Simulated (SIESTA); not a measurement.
Runs of SIESTA 5.4.2 on MoS2. The cell holds a slab with vacuum, 6 atoms: a = 3.185 Å, b = 3.185 Å, c = 21.671 Å, α = 90.00°, β = 90.00°, γ = 120.00°. 

| task | level | potentials or basis | energy shift | gap on the mesh (eV) | V0 of scaled cells (Å³/atom) | B0 (GPa) | largest force (eV/Å) |
| --- | --- | --- | --- | --- | --- | --- | --- |
| band structure | PBEsol | PseudoDojo 0.4 standard (PBEsol files), DZP (energy shift 0.003 Ry; two zetas on semicore shells) | 0.003 Ry | 1.37 | - | - | 0.30 |
| equation of state | LDA | PseudoDojo 0.4 standard (LDA files), DZP (energy shift 0.002 Ry) | 0.002 Ry | - | 31.12 | (a) | - |
| equation of state | PBEsol | PseudoDojo 0.4 standard (PBEsol files), DZP (energy shift 0.003 Ry; two zetas on semicore shells) | 0.003 Ry | - | 31.66 | (b) | - |
| band structure | BLYP | PseudoDojo 0.4 standard (PBE files), DZP (energy shift 0.003 Ry; two zetas on semicore shells) | 0.003 Ry | 1.37 | - | - | 1.15 |

Alike in all rows: no spin polarisation; cell as given; k mesh 10 × 10 × 2; smearing fermi-dirac 0.05 eV; grid cutoff 800 Ry.

Task: Fill in the values left out.

Result: (a) 91; (b) 87.

Caveats: the basis of atomic orbitals isn't converged, which shifts pressures, moduli and gaps; the cell was scaled at fixed shape and fractional positions, which overstates the stiffness of a crystal with free parameters, most of all of layers and chains (some runs); semicore shells carry a single zeta, which can move pressures by several GPa and volumes by a few percent (some runs); the potentials were made for another functional, which shifts forces and pressure (some runs).

A k mesh can miss the band edges, and the runs leave out spin-orbit coupling on Mo.

Not every run made on this cell is shown here.
